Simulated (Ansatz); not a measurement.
Input of an Ansatz 0.2.0 run:

The input input.yaml:

```yaml
crystal:
  lattice:
    - [4.15, 0.0, 0.0]
    - [-2.075, 3.5940054257, 0.0]
    - [0.0, 0.0, 5.78]
  atoms:
    - { symbol: Sb, position: [0.6666666667, 0.3333333333, 0.75] }
    - { symbol: Sb, position: [0.3333333333, 0.6666666667, 0.25] }
    - { symbol: Mn, position: [0.0, 0.0, 0.5], spin: 4.0 }
    - { symbol: Mn, position: [0.0, 0.0, 0.0], spin: 4.0 }
hamiltonian:
  xc: pbe
  pseudopotentials: { kind: paw }
magnetization:
  spin_polarized: true
kpoints:
  mp_grid: { grid: [7, 7, 5] }
scf:
  occupations: { method: fermi_dirac, width: 0.05 }
output:
  forces: true
  stress: true
  eigenvalues: true
```

Potentials or basis: Ansatz PAW.

Command:

```bash
$ ansatz run input.yaml --threads 2 --pin off --max-ram 5120MiB --backend cpu --events-out ev --progress --plain --runs-dir out
```

Problem. What does it give for the net moment?

Solution. 6.71 μB per cell.

Problem. Predict the absolute moment.

Solution. 7.59 μB per cell.

Problem. What does it give for the band gap on the k mesh?

Solution. None (metal or under the smearing width).

Problem. What does it give for the site moments?

Solution. Sb -0.12; Mn +3.44 μB.

Stress tensor (GPa, compression positive):
```
-2.85  0.00  0.00
 0.00 -2.85  0.00
 0.00  0.00 -3.90
```

 Spin-orbit coupling is left out, which matters for the levels of Sb.
